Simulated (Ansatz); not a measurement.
**Ideal shear of a crystal plane in Si**

All numbers below come from DFT r2SCAN, scalar-relativistic, plane waves, PAW in Ansatz 0.2.0. Settings: plane waves to 500 eV, k-mesh 8×8×2 (Γ-centred), Gaussian smearing 0.05 eV. No spin polarisation. Energies are free energies at this smearing, counted from the undisturbed cell; pressure is positive in compression.

Reference structure (relaxed at this level; this form isn't the usual structure):

```
Si
1.0
    -3.83191    0.00000    0.00000
    -1.91595   -3.31853    0.00000
     0.00000    0.00000   12.68364
Si
8
Direct
  0.33333 0.33333 0.90655
  0.33333 0.33333 0.40655
  0.66667 0.66667 0.15655
  0.66667 0.66667 0.65655
  0.33333 0.33333 0.09345
  0.33333 0.33333 0.59345
  0.66667 0.66667 0.34345
  0.66667 0.66667 0.84345
```

The cut lies on the cell's a–b face, a (0 0 1) plane (indices in the standard cell, whose axes needn't be the Cartesian ones shown) of area 12.72 Å², between layers 2.37 Å apart. Vector c is tilted by f times 1·a + 0·b (length 3.832 Å) with the atoms' Cartesian places fixed: one unrelaxed fault a cell. The traction is dγ/du, the slope of γ against the slip u in Å. Some rows repeat others by symmetry and weren't run.

| f | γ (mJ/m²) | traction (GPa) |
| --- | --- | --- |
| 0.0000 | 0 | 0.0 |
| 0.1000 | 96 | 5.2 |
| 0.2000 | 411 | 11.4 |
| 0.3000 | 961 | 16.8 |
| 0.4000 | 1621 | 15.2 |
| 0.5000 | 1953 | -0.1 |
| 0.6000 | 1621 | -15.2 |
| 0.7000 | 961 | -16.8 |
| 0.8000 | 411 | -11.4 |
| 0.9000 | 96 | -5.2 |

Task: Read off the first barrier and the stress needed to climb it, and compare with Frenkel's sinusoid.

Result: The first sampled maximum lies at f = 0.500, a slip of 1.92 Å, with γ ≈ 1953 mJ/m², which stands in for the unstable fault energy γ_us, and the steepest sampled slope before it is 16.8 GPa. A sinusoid γ = γ_us sin²(πu/λ) with its maximum there has λ = 3.83 Å and a largest slope πγ_us/λ = 16.0 GPa (1 mJ/m² per Å = 0.01 GPa).

Task: Is there a metastable fault on this line?

Result: Apart from points where γ returns to about zero, no local minimum shows among the samples, so at this sampling the line offers no fault for a dislocation to split on; a fault can still lie off the line.

The cut is rigid; relaxing the faces lowers these energies and usually the stresses.

The gap closes along the scan, which can put kinks into the curve.

Cost: 6 runs of about 0.74 core-minutes in all, on AMD EPYC 9R45 (Zen 5) (shared hosts).